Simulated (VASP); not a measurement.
# Al2O3 (P-6m2) in VASP: notebook

The runs below take Al2O3 through atomic charges, electron localisation function, single point, with PBE, LDA.

All numbers are computed with VASP 6.6.1; they aren't measurements. Logs are shortened: lines on timing, memory, paths and dates and some standing lists are left out, and cuts for length are marked.

## (1) Starting point

The structure is hexagonal, space group P-6m2 (No. 187). Conventional cell: a = 2.884 Å, b = 2.884 Å, c = 9.337 Å, α = 90.00°, β = 90.00°, γ = 120.00°. Al (site symmetry 3m) is surrounded by 3 O at 1.80 Å. Around O (site symmetry 3m) lie 3 Al at 1.80 Å. O (site symmetry -6m2) is surrounded by 6 Al at 2.18 Å.

Measurements of this composition are mostly on another form, of space group No. 167.

## (2) Atomic charges, PBE

Input file INCAR:

```
PREC = Accurate
ENCUT = 520
EDIFF = 1E-6
ISMEAR = 0
SIGMA = 0.02
LREAL = F
LASPH = T
NELM = 60
ALGO = Fast
ISIF = 2
LWAVE = F
LCHARG = F
GGA = PE
LORBIT = 11
```

Input file KPOINTS:

```
Automatic mesh
0
Gamma
  11 11 3
```

Input file POSCAR:

```
Al2O3
1.0
    2.8843249483      0.0000000000      0.0000000000
   -1.4421624742      2.4978986780      0.0000000000
    0.0000000000      0.0000000000      9.3367544600
Al O
2 3
Direct
    0.0000000000      0.0000000000      0.8500076700
    0.0000000000      0.0000000000      0.1499923300
    0.3333333333      0.6666666667      0.7776830800
    0.6666666667      0.3333333333      0.0000000000
    0.3333333333      0.6666666667      0.2223169200
```

Potentials or basis: VASP PAW PBE potentials, release 64 (Al, O).

On the command line:

```sh
$ cat potpaw_PBE.64/Al/POTCAR potpaw_PBE.64/O/POTCAR > POTCAR
$ mpirun -np 1 vasp_std > vasp.out
```

OUTCAR:

```text
PREC = Accurate
   ENCUT = 520
   EDIFF = 1E-6
   ISMEAR = 0
   LREAL = F
   LASPH = T
   NELM = 60
   ISIF = 2
   GGA = PE
   LORBIT = 11

 ion  position               nearest neighbor table
   1  0.000  0.000  0.850-   3 1.80   3 1.80   3 1.80   4 2.18   4 2.18   4 2.18   2 2.80
   2  0.000  0.000  0.150-   5 1.80   5 1.80   5 1.80   4 2.18   4 2.18   4 2.18   1 2.80
   3  0.333  0.667  0.778-   1 1.80   1 1.80   1 1.80
   4  0.667  0.333  0.000-   1 2.18   2 2.18   1 2.18   2 2.18   1 2.18   2 2.18
   5  0.333  0.667  0.222-   2 1.80   2 1.80   2 1.80

  LATTYP: Found a hexagonal cell.
 ALAT       =     2.8843249483
 C/A-ratio  =     3.2370674689

  Lattice vectors:

 A1 = (   2.8843249483,   0.0000000000,   0.0000000000)
 A2 = (  -1.4421624742,   2.4978986780,   0.0000000000)
 A3 = (   0.0000000000,   0.0000000000,   9.3367544600)

Analysis of symmetry for initial positions (statically):
=====================================================================
 Subroutine PRICEL returns:
 Original cell was already a primitive cell.

 Routine SETGRP: Setting up the symmetry group for a
 hexagonal supercell.

 Subroutine GETGRP returns: Found 12 space group operations
 (whereof 12 operations were pure point group operations)
 out of a pool of 24 trial point group operations.

The static configuration has the point symmetry D_3h.

Analysis of symmetry for dynamics (positions and initial velocities):
=====================================================================
 Subroutine PRICEL returns:
 Original cell was already a primitive cell.

 Routine SETGRP: Setting up the symmetry group for a
 hexagonal supercell.

 Subroutine GETGRP returns: Found 12 space group operations
 (whereof 12 operations were pure point group operations)
 out of a pool of 24 trial point group operations.

The dynamic configuration has the point symmetry D_3h.

 Subroutine INISYM returns: Found 12 space group operations
 (whereof 12 operations are pure point group operations),
 and found     1 'primitive' translations

----------------------------------------------------------------------------------------

                                     Primitive cell

  volume of cell :      67.2690

  direct lattice vectors                    reciprocal lattice vectors
     2.884324948  0.000000000  0.000000000     0.346701574  0.200168247  0.000000000
    -1.442162474  2.497898678  0.000000000     0.000000000  0.400336494  0.000000000
     0.000000000  0.000000000  9.336754460     0.000000000  0.000000000  0.107103598

  length of vectors
     2.884324948  2.884324948  9.336754460     0.400336494  0.400336494  0.107103598

  position of ions in fractional coordinates (direct lattice)
     0.000000000  0.000000000  0.850007670
     0.000000000  0.000000000  0.149992330
     0.333333333  0.666666667  0.777683080
     0.666666667  0.333333333  0.000000000
     0.333333333  0.666666667  0.222316920

  ion indices of the primitive-cell ions
   primitive index   ion index
                 1           1
                 2           2
                 3           3
                 4           4
                 5           5

----------------------------------------------------------------------------------------

 KPOINTS: Automatic mesh

Automatic generation of k-mesh.
 Grid dimensions read from file:
 generate k-points for:   11   11    3

 Generating k-lattice:

  Cartesian coordinates                     Fractional coordinates (reciprocal lattice)
     0.031518325  0.018197113  0.000000000     0.090909091  0.000000000  0.000000000
     0.000000000  0.036394227  0.000000000     0.000000000  0.090909091  0.000000000
     0.000000000  0.000000000  0.035701199     0.000000000  0.000000000  0.333333333

  Length of vectors
     0.036394227  0.036394227  0.035701199

  Shift w.r.t. Gamma in fractional coordinates (k-lattice)
     0.000000000  0.000000000  0.000000000

 Subroutine IBZKPT returns following result:
 ===========================================

 Found     32 irreducible k-points:

 Following reciprocal coordinates:
            Coordinates               Weight
  0.000000  0.000000  0.000000      1.000000
  0.090909 -0.000000  0.000000      6.000000
  0.181818 -0.000000  0.000000      6.000000
  0.272727  0.000000  0.000000      6.000000
  0.363636  0.000000  0.000000      6.000000
  0.454545 -0.000000  0.000000      6.000000
[... 16 lines left out ...]
  0.090909  0.090909  0.333333     12.000000
  0.181818  0.090909  0.333333     24.000000
 [... further k-points ...]
   k-points           NKPTS =     32   k-points in BZ     NKDIM =     32   number of bands    NBANDS=     16
   number of dos      NEDOS =    301   number of ions     NIONS =      5
   total plane-waves  NPLWV =  40320
   dimension x,y,z NGX =    24 NGY =   24 NGZ =   70
   dimension x,y,z NGXF=    48 NGYF=   48 NGZF=  140
   ions per type =               2   3
   NGX,Y,Z   is equivalent  to a cutoff of  13.83, 13.83, 12.46 a.u.
   NGXF,Y,Z  is equivalent  to a cutoff of  27.67, 27.67, 24.93 a.u.
 SYSTEM =  unknown system
   PREC   = accura    normal or accurate (medium, high low for compatibility)
   ISTART =      0    job   : 0-new  1-cont  2-samecut
   ICHARG =      2    charge: 1-file 2-atom 10-const
   ISPIN  =      1    spin polarized calculation?
   LNONCOLLINEAR =      F non collinear calculations
   LSORBIT =      F    spin-orbit coupling
   LASPH  =      T    aspherical Exc in radial PAW
   ENCUT  =  520.0 eV  38.22 Ry    6.18 a.u.   5.36  5.36 17.36*2*pi/ulx,y,z
   NELM   =     60;   NELMIN=  2; NELMDL= -5     # of ELM steps
   EDIFF  = 0.1E-05   stopping-criterion for ELM
   LREAL  =      F    real-space projection
   EDIFFG = 0.1E-04   stopping-criterion for IOM
   NSW    =      0    number of steps for IOM
   IBRION =     -1    ionic relax: 0-MD 1-quasi-New 2-CG
   NFREE  =      0    steps in history (QN), initial steepest desc. (CG)
   ISIF   =      2    stress and relaxation
   ISYM   =      2    0-nonsym 1-usesym 2-fastsym
   POTIM  = 0.5000    time-step for ionic-motion
   TEBEG  =    0.0;   TEEND  =   0.0 temperature during run
   PSTRESS=    0.0 pullay stress
   NELECT =      24.0000    total number of electrons
   NUPDOWN=      -1.0000    fix difference up-down
   EMIN   =  10.00;   EMAX   =-10.00  energy-range for DOS
   EFERMI =   0.00;   METHOD = LEGACY
   ISMEAR =     0;   SIGMA  =   0.02  broadening in eV -4-tet -1-fermi 0-gaus
   EFERMI_NEDOS =   21; number of points for ismear=-14 and -15
   IALGO  =     68    algorithm
   IMIX   =      4    mixing-type and parameters
     AMIX     =   0.40;   BMIX     =  1.00
     AMIX_MAG =   1.60;   BMIX_MAG =  1.00
  volume/ion in A,a.u.               =      13.45        90.79
  Fermi-wavevector in a.u.,A,eV,Ry     =   1.161111  2.194181 18.343074  1.348178
  Thomas-Fermi vector in A             =   2.297686
   LORBIT       =     11    0 simple, 1 ext, 2 COOP (PROOUT), +10 PAW based schemes
   GGA     = PE    functional components
   LHFCALC =     F    Hartree Fock is set to
   AEXX    =    0.0000 exact exchange contribution
   IVDW    =     0    specifies the selected vdW correction
   LEPSILON=     F    determine dielectric tensor
   LRPA    =     F    only Hartree local field effects (RPA)
 non-spin polarized calculation
 RMM-DIIS sequential band-by-band and
 Gauss-broadening in eV      SIGMA  =   0.02
  energy-cutoff  :      520.00
  volume of cell :       67.27
 maximum number of plane-waves:      1841
 NGX is ok and might be reduce to    24
   NGX = 11   NGY = 11   NGZ = 35

 number of electron      23.9999983 magnetization

 Free energy of the ion-electron system (eV)
  ---------------------------------------------------
  ext. energy  EPLUGINS =         0.00000000
  ---------------------------------------------------
  free energy    TOTEN  =       -36.38494592 eV

  energy without entropy =      -36.38494592  energy(sigma->0) =      -36.38494592

 E-fermi :   1.0295     XC(G=0):  -8.5311

 val. band max:        0.8792774371   @ k =   0.0909   0.0909   0.0000
 cond. band min:       5.6505315217   @ k =   0.0000   0.0000   0.0000
 fundamental gap:      4.7712540846
 Fermi energy:         1.0295337295

 k-point     1 :       0.0000    0.0000    0.0000
  band No.  band energies     occupation
      1     -17.8173      2.00000
      2     -16.8010      2.00000
      3     -15.6202      2.00000
      4      -4.0787      2.00000
      5      -1.2335      2.00000
      6      -0.5956      2.00000
[... 8 lines left out ...]
     15       8.6845      0.00000
     16      10.0145      0.00000

 k-point     2 :       0.0909   -0.0000    0.0000
  band No.  band energies     occupation
      1     -17.7170      2.00000
      2     -16.7260      2.00000
      3     -15.5836      2.00000
      4      -4.0204      2.00000
      5      -1.4793      2.00000
      6      -0.8243      2.00000
[... 8 lines left out ...]
     15       8.9753      0.00000
     16      10.2952      0.00000

 k-point     3 :       0.1818   -0.0000    0.0000
  band No.  band energies     occupation
      1     -17.4295      2.00000
      2     -16.5169      2.00000
      3     -15.4903      2.00000
      4      -3.9201      2.00000
      5      -2.3198      2.00000
      6      -1.5403      2.00000
[... 8 lines left out ...]
     15       9.6378      0.00000
     16      10.9733      0.00000
[... 362 lines left out ...]
 k-point    23 :       0.0909    0.0909    0.3333
  band No.  band energies     occupation
      1     -17.5230      2.00000
      2     -16.5840      2.00000
      3     -15.5182      2.00000
      4      -3.9401      2.00000
      5      -1.9685      2.00000
      6      -1.4149      2.00000
[... 8 lines left out ...]
     15       9.7302      0.00000
     16      10.9417      0.00000

 k-point    24 :       0.1818    0.0909    0.3333
  band No.  band energies     occupation
      1     -17.1631      2.00000
      2     -16.3323      2.00000
      3     -15.4207      2.00000
      4      -3.9360      2.00000
      5      -2.8830      2.00000
      6      -2.2293      2.00000
[... 8 lines left out ...]
     15      10.4484      0.00000
     16      11.4163      0.00000

 [... further k-points ...]
[... 5 lines left out ...]
  --------------------------------------------------------------------------------------
  -------------------------------------------------------------------------------------
  Total        0.0688206      0.0688206     -0.0382053     -0.0000000     -0.0000000      0.0000000
  in kB        1.6391321      1.6391321     -0.9099537     -0.0000000     -0.0000000      0.0000000
  external PRESSURE =       0.7894369 kB  Pullay stress =       0.0000000 kB

 VOLUME and BASIS-vectors are now :
 -----------------------------------------------------------------------------
  energy-cutoff  :      520.00
  volume of cell :       67.27
      direct lattice vectors                 reciprocal lattice vectors
     2.884324948  0.000000000  0.000000000     0.346701574  0.200168247  0.000000000
    -1.442162474  2.497898678  0.000000000     0.000000000  0.400336494  0.000000000
     0.000000000  0.000000000  9.336754460     0.000000000  0.000000000  0.107103598

 POSITION                                       TOTAL-FORCE (eV/Angst)
 -----------------------------------------------------------------------------------
      0.00000      0.00000      7.93631        -0.000000      0.000000      0.004356
      0.00000      0.00000      1.40044        -0.000000      0.000000     -0.004356
     -0.00000      1.66527      7.26104         0.000000     -0.000000     -0.013159
      1.44216      0.83263      0.00000        -0.000000      0.000000     -0.000000
     -0.00000      1.66527      2.07572         0.000000     -0.000000      0.013159
 -----------------------------------------------------------------------------------
    total drift:                                0.000000     -0.000000      0.000000

  FREE ENERGIE OF THE ION-ELECTRON SYSTEM (eV)
  ---------------------------------------------------
  free  energy   TOTEN  =       -36.3849459239 eV

  energy  without entropy=      -36.3849459239  energy(sigma->0) =      -36.38494592

 total charge

# of ion       s       p       d       tot
------------------------------------------
    1        0.326   0.398   0.000   0.724
    2        0.326   0.398   0.000   0.724
    3        1.553   3.636   0.000   5.189
    4        1.554   3.501   0.000   5.055
    5        1.553   3.636   0.000   5.189
--------------------------------------------------
tot          5.311  11.570   0.000  16.881
```

It took 35 s on 1 thread of AMD EPYC 9R45 (Zen 5), shared host; peak memory 0.16 GiB.

Results:

- Free energy: -36.3849 eV
- Pressure: 0.1 GPa
- Largest force: 0.013 eV/Å
- Band gap on the k mesh: 4.77 eV, indirect (least direct gap 5.01 eV)
- Valence electrons inside the program's atomic spheres: Al 0.72; O 5.19, 5.05

Forces on the atoms (eV/Å):
```
Al   0.000  0.000  0.004
Al   0.000  0.000 -0.004
O    0.000  0.000 -0.013
O    0.000  0.000  0.000
O    0.000  0.000  0.013
```

Caveat: an odd mesh through Γ misses points on the zone boundary, where band edges often lie.

[end of part 1 of 2]
